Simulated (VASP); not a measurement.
# GaN (P6_3mc) in VASP: a series of runs

One crystal, GaN, is run at these levels: PBEsol; tasks: band structure.

Everything below comes from runs of VASP 6.6.1. Logs are shortened: lines on timing, memory, paths and dates and some standing lists are left out, and cuts for length are marked.

**The experiment to reproduce.**

From “Studying electronic properties in GaN without electrical contacts using γ-γ vs e−-γ Perturbed Angular Correlations”, 2019, pmc:6823545, for a bulk crystal of GaN: band gap 3.503 ± 0.005 eV (direct).

How close the calculation comes is told below.

## (1) The structure

Symmetry: P6_3mc, No. 186, hexagonal system. The conventional cell has a = 3.180 Å, b = 3.180 Å, c = 5.183 Å, α = 90.00°, β = 90.00°, γ = 120.00°. Ga (site symmetry 3m) has 4 N at 1.94 to 1.95 Å as nearest neighbours. N (site symmetry 3m) is surrounded by 4 Ga at 1.94 to 1.95 Å.

## (2) Band structure, PBEsol

INCAR reads:

```
ALGO     = Normal         # electronic algorithm
EDIFF    = 1E-7           # SCF threshold, eV
ENCUT    = 520            # plane-wave cutoff, eV
GGA      = PS             # functional
ICORELEVEL= 1            
ISIF     = 2              # what is computed and relaxed
ISMEAR   = 0              # smearing method
LASPH    = True           # aspherical terms in the spheres
LCHARG   = False          # write CHGCAR
LREAL    = False          # projectors in reciprocal space
LWAVE    = False          # write WAVECAR
NBANDS   = 26             # bands
NELM     = 80             # most SCF steps
PREC     = Accurate       # precision mode
SIGMA    = 0.03           # smearing width, eV
```

KPOINTS reads:

```
k-points
0
Gamma
  12 12 5
```

POSCAR reads:

```
GaN                                     
1.0
    3.1802303021      0.0000000000     -0.0000000000
   -1.5901151510      2.7541602275      0.0000000000
    0.0000000000      0.0000000000      5.1832172871
  Ga              N             
     2     2
Direct
     0.3333333300000021    0.6666666699999979    0.9992402474439652
     0.6666666699999979    0.3333333300000021    0.4992402474439652
     0.3333333300000021    0.6666666699999979    0.3757597525560348
     0.6666666699999979    0.3333333300000021    0.8757597525560348
```

KPOINTS_OPT reads:

```
explicit points
141
Reciprocal
 0.0000000000  0.0000000000  0.0000000000 1
 0.0357142857  0.0000000000  0.0000000000 1
 0.0714285714  0.0000000000  0.0000000000 1
 0.1071428571  0.0000000000  0.0000000000 1
 0.1428571429  0.0000000000  0.0000000000 1
 0.1785714286  0.0000000000  0.0000000000 1
[... 133 lines left out ...]
 0.5000000000  0.0000000000  0.5000000000 1
 0.5000000000  0.0000000000  0.0000000000 1
```

Potentials or basis: VASP PAW PBE potentials, release 64 (Ga_d, N).

Run with:

```sh
cat potpaw_PBE.64/Ga_d/POTCAR potpaw_PBE.64/N/POTCAR > POTCAR
mpirun -np 1 vasp_std > vasp.out
```

OUTCAR:

```text
EDIFF = 1E-7
   ENCUT = 520
   GGA = PS
   ISIF = 2
   ISMEAR = 0
   LASPH = True
   LREAL = False
   NELM = 80
   PREC = Accurate

 ion  position               nearest neighbor table
   1  0.333  0.667  0.999-   4 1.94   4 1.94   4 1.94   3 1.95
   2  0.667  0.333  0.499-   3 1.94   3 1.94   3 1.94   4 1.95
   3  0.333  0.667  0.376-   2 1.94   2 1.94   2 1.94   1 1.95
   4  0.667  0.333  0.876-   1 1.94   1 1.94   1 1.94   2 1.95

  LATTYP: Found a hexagonal cell.
 ALAT       =     3.1802303021
 C/A-ratio  =     1.6298245079

  Lattice vectors:

 A1 = (   3.1802303021,   0.0000000000,   0.0000000000)
 A2 = (  -1.5901151510,   2.7541602275,   0.0000000000)
 A3 = (   0.0000000000,   0.0000000000,   5.1832172871)

Analysis of symmetry for initial positions (statically):
=====================================================================
 Subroutine PRICEL returns:
 Original cell was already a primitive cell.

 Routine SETGRP: Setting up the symmetry group for a
 hexagonal supercell.

 Subroutine GETGRP returns: Found 12 space group operations
 (whereof  6 operations were pure point group operations)
 out of a pool of 24 trial point group operations.

The static configuration has the point symmetry C_3v.
 The point group associated with its full space group is C_6v.

Analysis of symmetry for dynamics (positions and initial velocities):
=====================================================================
 Subroutine PRICEL returns:
 Original cell was already a primitive cell.

 Routine SETGRP: Setting up the symmetry group for a
 hexagonal supercell.

 Subroutine GETGRP returns: Found 12 space group operations
 (whereof  6 operations were pure point group operations)
 out of a pool of 24 trial point group operations.

The dynamic configuration has the point symmetry C_3v.
 The point group associated with its full space group is C_6v.

 Subroutine INISYM returns: Found 12 space group operations
 (whereof  6 operations are pure point group operations),
 and found     1 'primitive' translations

----------------------------------------------------------------------------------------

                                     Primitive cell

  volume of cell :      45.3991

  direct lattice vectors                    reciprocal lattice vectors
     3.180230302  0.000000000  0.000000000     0.314442636  0.181543541  0.000000000
    -1.590115151  2.754160227  0.000000000     0.000000000  0.363087082  0.000000000
[... 94 lines left out ...]
   NFREE  =      0    steps in history (QN), initial steepest desc. (CG)
   ISIF   =      2    stress and relaxation
   ISYM   =      2    0-nonsym 1-usesym 2-fastsym
   POTIM  = 0.5000    time-step for ionic-motion
   TEBEG  =    0.0;   TEEND  =   0.0 temperature during run
   PSTRESS=    0.0 pullay stress
   NELECT =      36.0000    total number of electrons
   NUPDOWN=      -1.0000    fix difference up-down
   EMIN   =  10.00;   EMAX   =-10.00  energy-range for DOS
   EFERMI =   0.00;   METHOD = LEGACY
   ISMEAR =     0;   SIGMA  =   0.03  broadening in eV -4-tet -1-fermi 0-gaus
   EFERMI_NEDOS =   21; number of points for ismear=-14 and -15
   IALGO  =     38    algorithm
   IMIX   =      4    mixing-type and parameters
     AMIX     =   0.40;   BMIX     =  1.00
     AMIX_MAG =   1.60;   BMIX_MAG =  1.00
  volume/ion in A,a.u.               =      11.35        76.59
  Fermi-wavevector in a.u.,A,eV,Ry     =   1.515281  2.863466 31.240030  2.296077
  Thomas-Fermi vector in A             =   2.624826
   LORBIT       =      0    0 simple, 1 ext, 2 COOP (PROOUT), +10 PAW based schemes
   GGA     = PS    functional components
   LHFCALC =     F    Hartree Fock is set to
   AEXX    =    0.0000 exact exchange contribution
   IVDW    =     0    specifies the selected vdW correction
   LEPSILON=     F    determine dielectric tensor
   LRPA    =     F    only Hartree local field effects (RPA)
 non-spin polarized calculation
 Gauss-broadening in eV      SIGMA  =   0.03
  energy-cutoff  :      520.00
  volume of cell :       45.40
 maximum number of plane-waves:      1244
 NGX is ok and might be reduce to    24
   NGX = 11   NGY = 11   NGZ = 19

 number of electron      35.9999996 magnetization

 Free energy of the ion-electron system (eV)
  ---------------------------------------------------
  ext. energy  EPLUGINS =         0.00000000
  ---------------------------------------------------
  free energy    TOTEN  =       -26.26852088 eV

  energy without entropy =      -26.26852088  energy(sigma->0) =      -26.26852088

 the core state eigenenergies are
   1-  1s -10217.1127  2s  -1250.5231  2p  -1086.9804  3s   -136.7442  3p    -87.4871

   2-  1s -10217.1127  2s  -1250.5231  2p  -1086.9804  3s   -136.7442  3p    -87.4871

   3-  1s   -370.3459
   4-  1s   -370.3459

 E-fermi :   5.3791     XC(G=0): -11.9387

 val. band max:        5.2578099597   @ k =   0.0000   0.0000   0.0000
 cond. band min:       7.1629528274   @ k =   0.0000   0.0000   0.0000
 fundamental gap:      1.9051428677
 Fermi energy:         5.3791127929

 k-point     1 :       0.0000    0.0000    0.0000
  band No.  band energies     occupation
      1     -10.7769      2.00000
      2      -9.8015      2.00000
      3      -8.1499      2.00000
      4      -8.1338      2.00000
      5      -8.1338      2.00000
      6      -8.0707      2.00000
[... 275 lines left out ...]
     21      12.1449      0.00000
     22      13.4842      0.00000

------------------------ aborting loop because EDIFF is reached ----------------------------------------

  FORCE on cell =-STRESS in cart. coord.  units (eV):
  Direction    XX          YY          ZZ          XY          YZ          ZX
  --------------------------------------------------------------------------------------
  -------------------------------------------------------------------------------------
  Total        0.0460038      0.0460038      0.0370290      0.0000000      0.0000000      0.0000000
  in kB        1.6235163      1.6235163      1.3067896      0.0000000      0.0000000      0.0000000
  external PRESSURE =       1.5179408 kB  Pullay stress =       0.0000000 kB

 VOLUME and BASIS-vectors are now :
 -----------------------------------------------------------------------------
  energy-cutoff  :      520.00
  volume of cell :       45.40
      direct lattice vectors                 reciprocal lattice vectors
     3.180230302  0.000000000  0.000000000     0.314442636  0.181543541  0.000000000
    -1.590115151  2.754160227  0.000000000     0.000000000  0.363087082  0.000000000
     0.000000000  0.000000000  5.183217287     0.000000000  0.000000000  0.192930364

 POSITION                                       TOTAL-FORCE (eV/Angst)
 -----------------------------------------------------------------------------------
     -0.00000      1.83611      5.17928         0.000000      0.000000     -0.002330
      1.59012      0.91805      2.58767         0.000000      0.000000     -0.002330
     -0.00000      1.83611      1.94764        -0.000000     -0.000000      0.002330
      1.59012      0.91805      4.53925        -0.000000      0.000000      0.002330
 -----------------------------------------------------------------------------------
    total drift:                               -0.000011      0.000005     -0.000516

  FREE ENERGIE OF THE ION-ELECTRON SYSTEM (eV)
  ---------------------------------------------------
  free  energy   TOTEN  =       -26.2685208846 eV

  energy  without entropy=      -26.2685208846  energy(sigma->0) =      -26.26852088
```

OSZICAR:

```text
N       E                     dE             d eps       ncg     rms          rms(c)
DAV:   1     0.280712759474E+03    0.28071E+03   -0.17609E+04  3220   0.257E+03
DAV:   2     0.784692516249E+01   -0.27287E+03   -0.25742E+03  3188   0.498E+02
[... 35 lines left out ...]
DAV:   9    -0.955146135185E+04   -0.55168E-07     2606
       N       E                     dE             ncg
DAV:   1     0.395938557310E+05   -0.34994E+05     1548
DAV:   2     0.326883761099E+05   -0.69055E+04     1548
DAV:   3     0.318595584477E+05   -0.82882E+03     1708
DAV:   4     0.318347127459E+05   -0.24846E+02     1624
DAV:   5     0.318342458802E+05   -0.46687E+00     1778
DAV:   6     0.318342256394E+05   -0.20241E-01     1904
DAV:   7     0.318342253208E+05   -0.31869E-03     1856
DAV:   8     0.318342253175E+05   -0.32242E-05     1820
DAV:   9     0.318342253175E+05   -0.33237E-07     1306
```

stdout:

```text
POSCAR found type information on POSCAR GaN
 POSCAR found :  2 types and       4 ions
 scaLAPACK will be used
 -----------------------------------------------------------------------------
|                                                                             |
|                                                                             |
|     You enforced a specific xc type in the INCAR file but a different       |
|     I HOPE YOU KNOW WHAT YOU ARE DOING!                                     |
|                                                                             |
 -----------------------------------------------------------------------------

 LDA part: xc-table for (Slater+PW92), standard interpolation
 POSCAR, INCAR and KPOINTS ok, starting setup
 FFT: planning ... GRIDC
 FFT: planning ... GRID_SOFT
 FFT: planning ... GRID
 WAVECAR not read
 entering main loop
 Start KPOINTS_OPT (optional k-point list driver)
k-point batch [1-57\141]
k-point batch [58-114\141]
k-point batch [115-141\141]
```

It took 1.7 min on 1 thread of Intel Xeon Platinum 8375C at 2.90GHz (Ice Lake), shared host; peak memory 0.23 GiB.

Results:

| Quantity | Value |
| --- | --- |
| Free energy | -26.2685 eV |
| Pressure | 0.2 GPa |
| Band gap on the k mesh | 1.91 eV, direct |
| Band gap along the path | 1.91 eV, direct |

Forces in eV/Å, atoms in the order of the input:
```
Ga   0.000  0.000 -0.002
Ga   0.000  0.000 -0.002
N    0.000  0.000  0.002
N    0.000  0.000  0.002
```

Levels at the corners of the path, in eV from the valence-band top:
```tsv
point	band 15	band 16	band 17	band 18	band 19	band 20	band 21	band 22
Γ	-1.05	-0.05	0.00	0.00	1.91	4.23	9.12	9.83
M	-4.28	-2.79	-2.26	-1.02	4.95	5.53	5.95	8.59
M	-4.28	-2.79	-2.26	-1.02	4.95	5.53	5.95	8.59
K	-5.39	-3.04	-3.04	-2.78	5.00	7.81	7.81	8.33
K	-5.39	-3.04	-3.04	-2.78	5.00	7.81	7.81	8.33
Γ	-1.05	-0.05	0.00	0.00	1.91	4.23	9.12	9.83
Γ	-1.05	-0.05	0.00	0.00	1.91	4.23	9.12	9.83
A	-0.54	-0.54	-0.54	-0.54	4.23	4.23	8.39	8.39
A	-0.54	-0.54	-0.54	-0.54	4.23	4.23	8.39	8.39
L	-1.98	-1.98	-1.93	-1.93	4.31	4.31	7.72	7.72
L	-1.98	-1.98	-1.93	-1.93	4.31	4.31	7.72	7.72
H	-4.28	-4.28	-1.51	-1.51	6.36	6.36	7.21	7.21
H	-4.28	-4.28	-1.51	-1.51	6.36	6.36	7.21	7.21
A	-0.54	-0.54	-0.54	-0.54	4.23	4.23	8.39	8.39
L	-1.98	-1.98	-1.93	-1.93	4.31	4.31	7.72	7.72
M	-4.28	-2.79	-2.26	-1.02	4.95	5.53	5.95	8.59
K	-5.39	-3.04	-3.04	-2.78	5.00	7.81	7.81	8.33
H	-4.28	-4.28	-1.51	-1.51	6.36	6.36	7.21	7.21
```

Core levels (eV, on the scale of the bands):
| atom | levels |
| --- | --- |
| 1 Ga | 1s -10217.1, 2s -1250.5, 2p -1087.0, 3s -136.7, 3p -87.5 |
| 2 Ga | 1s -10217.1, 2s -1250.5, 2p -1087.0, 3s -136.7, 3p -87.5 |
| 3 N | 1s -370.3 |
| 4 N | 1s -370.3 |

Caveat: the PAW data sets were made with another functional, which shifts forces and pressure a little.

## (3) Band structure, PBEsol

INCAR reads:

```
ALGO = Fast
EDIFF = 1E-7
ENCUT = 520
GGA = PS
ISIF = 2
ISMEAR = 0
KPAR = 4
LASPH = T
LCHARG = F
LREAL = F
LWAVE = F
NBANDS = 26
NELM = 80
PREC = Accurate
SIGMA = 0.03
```

KPOINTS reads:

```
k-points
0
Gamma
  6 6 3
```

POSCAR reads:

```
GaN                                     
1.0
    3.1802303026      0.0000000000      0.0000000000
   -1.5901151513      2.7541602278      0.0000000000
    0.0000000000      0.0000000000      5.1832172877
  Ga              N             
     2     2
Direct
     0.3333333300000021    0.6666666699999979    0.9992402474009704
     0.6666666699999979    0.3333333300000021    0.4992402474009704
     0.3333333300000021    0.6666666699999979    0.3757597525990296
     0.6666666699999979    0.3333333300000021    0.8757597525990296
```

KPOINTS_OPT reads:

```
explicit points
6
Reciprocal
 0.0000000000  0.0000000000  0.0000000000 1
 0.0000000000  0.0000000000  0.5000000000 1
 0.3333333333  0.3333333333  0.5000000000 1
 0.3333333333  0.3333333333  0.0000000000 1
 0.5000000000  0.0000000000  0.5000000000 1
 0.5000000000  0.0000000000  0.0000000000 1
```

Potentials or basis: VASP PAW PBE potentials, release 64 (Ga_d, N).

Run with:

```sh
cat potpaw_PBE.64/Ga_d/POTCAR potpaw_PBE.64/N/POTCAR > POTCAR
mpirun -np 4 vasp_std > vasp.out
```

It took 11 s on 4 MPI ranks of Intel Xeon Platinum 8488C (Sapphire Rapids), shared host; peak memory 0.16 GiB.

The run converged. Its results:

```yaml
Free_energy: -26.2607 eV
Pressure: 0.1 GPa
Band_gap_on_the_k_mesh: 1.90 eV, direct
Band_gap_along_the_path: 1.90 eV, direct
```

Levels at points of the mesh, in eV from the valence-band top:
```csv
k point,band 15,band 16,band 17,band 18,band 19,band 20,band 21,band 22
"(0.00, 0.00, 0.00)",-1.05,-0.05,0.00,0.00,1.90,4.22,9.12,9.83
"(0.50, 0.00, 0.00)",-4.28,-2.79,-2.27,-1.02,4.95,5.52,5.95,8.59
```

Caveat: the PAW data sets were made with another functional, which shifts forces and pressure a little.

## (4) Against experiment

Step 2. A measured gap of GaN is 3.503 eV (direct; quoted in “Studying electronic properties in GaN without electrical contacts using γ-γ vs e−-γ Perturbed Angular Correlations”, 2019, pmc:6823545); the calculated 1.91 eV misses it by -1.60 eV. Spin-orbit coupling on Ga is left out. The value is that of PBEsol, without temperature or zero-point motion. Semilocal functionals fall short of measured gaps as a rule.

Step 3. Measured gap of GaN: 3.503 eV (direct; quoted in “Studying electronic properties in GaN without electrical contacts using γ-γ vs e−-γ Perturbed Angular Correlations”, 2019, pmc:6823545). This calculation gives 1.90 eV (-1.60 eV). Spin-orbit coupling on Ga is left out. The value is that of PBEsol, without temperature or zero-point motion. Semilocal functionals fall short of measured gaps as a rule.
